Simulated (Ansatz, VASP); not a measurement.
## PtSe2: VASP beside Ansatz

```
Pt Se
1.0
     3.76031    0.00000    0.00000
    -1.88015    3.25652    0.00000
     0.00000    0.00000    4.86324
Pt Se
1 2
Direct
  0.00000 0.00000 0.00000
  0.33333 0.66667 0.26078
  0.66667 0.33333 0.73922
```

Alike in both runs: task single point; functional PBEsol; k mesh 9 × 9 × 7; occupations gaussian, width 0.1 eV; no spin polarisation.

```csv
,VASP,Ansatz
version,VASP 6.6.1,Ansatz 0.2.0
potentials or method,"VASP PAW PBE potentials, release 64 (Pt, Se)","scalar-relativistic, plane waves, PAW"
plane-wave cutoff (eV),520,420
valence electrons in the cell,22,50
```

|  | VASP | Ansatz | Ansatz less VASP |
| --- | --- | --- | --- |
| gap on the k mesh at the Fermi level (eV) | none | none | - |
| pressure (GPa) | 0.1 | 0.0 | -0.08 |
| rms of the force components (eV/Å) | 0.002 | 0.004 | +0.0021 |

Atom by atom the forces differ by 0.006 eV/Å (rms over components). A gap of «none» marks a metal or a gap that the smearing closes. The two sets of potentials don't hold the same shells in valence.

Caveats: the PAW data sets were made with another functional, which shifts forces and pressure a little (VASP). The runs have no spin-orbit coupling, so splittings on Pt are missing.
